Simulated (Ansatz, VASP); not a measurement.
SiO2: VASP beside Ansatz

Contents of INCAR:

```
PREC = Accurate ; ENCUT = 520
EDIFF = 1E-6 ; ISMEAR = 0
SIGMA = 0.05 ; LREAL = False
LASPH = True ; NELM = 100
ALGO = Normal ; ISIF = 2
LWAVE = False ; LCHARG = False
GGA = CA ; NBANDS = 25
```

File KPOINTS:

```
Automatic mesh
0
Gamma
  6 6 10
```

The input POSCAR:

```
SiO2
1.0
    4.2732194154      0.0000000000      0.0000000000
    0.0000000000      4.2732194154      0.0000000000
    0.0000000000      0.0000000000      2.8382723357
Si O
2 4
Direct
    0.5000000000      0.5000000000      0.5000000000
    0.0000000000      0.0000000000      0.0000000000
    0.6944252994      0.6944252994      0.0000000000
    0.1944252994      0.8055747006      0.5000000000
    0.3055747006      0.3055747006      0.0000000000
    0.8055747006      0.1944252994      0.5000000000
```

Input for Ansatz:

```yaml
crystal:
  lattice:
    - [4.2732194154, 0.0, 0.0]
    - [0.0, 4.2732194154, 0.0]
    - [0.0, 0.0, 2.8382723357]
  atoms:
    - { symbol: Si, position: [0.5, 0.5, 0.5] }
    - { symbol: Si, position: [0.0, 0.0, 0.0] }
    - { symbol: O, position: [0.6944252994, 0.6944252994, 0.0] }
    - { symbol: O, position: [0.1944252994, 0.8055747006, 0.5] }
    - { symbol: O, position: [0.3055747006, 0.3055747006, 0.0] }
    - { symbol: O, position: [0.8055747006, 0.1944252994, 0.5] }
basis:
  ecutwfc: 520.0
kpoints:
  mp_grid: { grid: [6, 6, 10] }
hamiltonian:
  xc: lda
  pseudopotentials: { kind: paw, azcp: { folder: soft_1 } }
scf:
  occupations: { method: gaussian, width: 0.05 }
output:
  forces: true
  stress: true
  eigenvalues: true
```

Alike in both runs: task single point; functional LDA; k mesh 6 × 6 × 10; occupations gaussian, width 0.05 eV; no spin polarisation.

```csv
,VASP,Ansatz
version,VASP 6.6.1,Ansatz 0.2.0
potentials or method,"VASP PAW LDA potentials, release 64 (Si, O)","scalar-relativistic, plane waves, PAW"
plane-wave cutoff (eV),520,520
valence electrons in the cell,32,32
```

VASP gave:

```
gap on the k mesh at the Fermi level (eV) : 3.63
least direct gap on the mesh (eV)         : 3.63
rms of the force components (eV/Å)        : 0.149
```

Which values does Ansatz return?

gap on the k mesh at the Fermi level (eV): 3.63; least direct gap on the mesh (eV): 3.63; rms of the force components (eV/Å): 0.157.

Atom by atom the forces differ by 0.008 eV/Å (rms over components). Ansatz warned: «pseudo_functional_mismatch».
